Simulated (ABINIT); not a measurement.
# SiC (Moissanite): single point with LDA

The system is SiC (Moissanite).

```
CELL_PARAMETERS angstrom
3.07600 0.00000 0.00000
-1.53800 2.66389 0.00000
0.00000 0.00000 5.04800
ATOMIC_POSITIONS crystal
Si 0.66667 0.33333 0.50000
Si 0.33333 0.66667 0.00000
C 0.66667 0.33333 0.88500
C 0.33333 0.66667 0.38500
```

| Property | Result |
| --- | --- |
| Program | ABINIT 10.8.3 (patched build) |
| Task | single point |
| Functional | LDA |
| Potentials or basis | PseudoDojo NC SR LDA v0.4.1 standard |
| Cutoff | 1007 eV |
| k mesh | 8 × 8 × 4 |
| Occupations | fermi-dirac, width 0.05 eV |
| Spin | no spin polarisation |

| Property | Result |
| --- | --- |
| Pressure | -4.8 GPa |
| Largest force | 0.728 eV/Å |
| Band gap on the k mesh | 2.48 eV, indirect (least direct gap 4.00 eV) |
| Valence electrons inside the program's atomic spheres | Si 1.97; C 4.23 |

Forces on the atoms (eV/Å):
```
Si   0.000  0.000  0.728
Si   0.000  0.000  0.728
C    0.000  0.000 -0.728
C    0.000  0.000 -0.728
```

Stress tensor (GPa, compression positive):
```
-3.37  0.00  0.00
 0.00 -3.37  0.00
 0.00  0.00 -7.53
```

Levels at points of the mesh, in eV from the valence-band top:
```tsv
k point	band 5	band 6	band 7	band 8	band 9	band 10	band 11	band 12
(0.00, 0.00, 0.00)	-1.56	-0.27	-0.27	0.00	4.58	6.03	6.41	6.41
(0.50, 0.00, 0.00)	-5.44	-3.55	-3.28	-1.49	2.51	4.14	6.68	7.14
(0.00, 0.00, 0.50)	-0.97	-0.97	-0.97	-0.97	5.65	5.65	7.09	7.09
(0.50, 0.00, 0.50)	-2.69	-2.69	-2.34	-2.34	3.11	3.11	4.90	4.90
```

Run time: 27 s on 1 thread of Arm Neoverse V1, on a shared host, peak memory 0.08 GiB.

A k mesh can miss the band edges. LDA gaps usually lie below the measured ones, often by a third to a half.
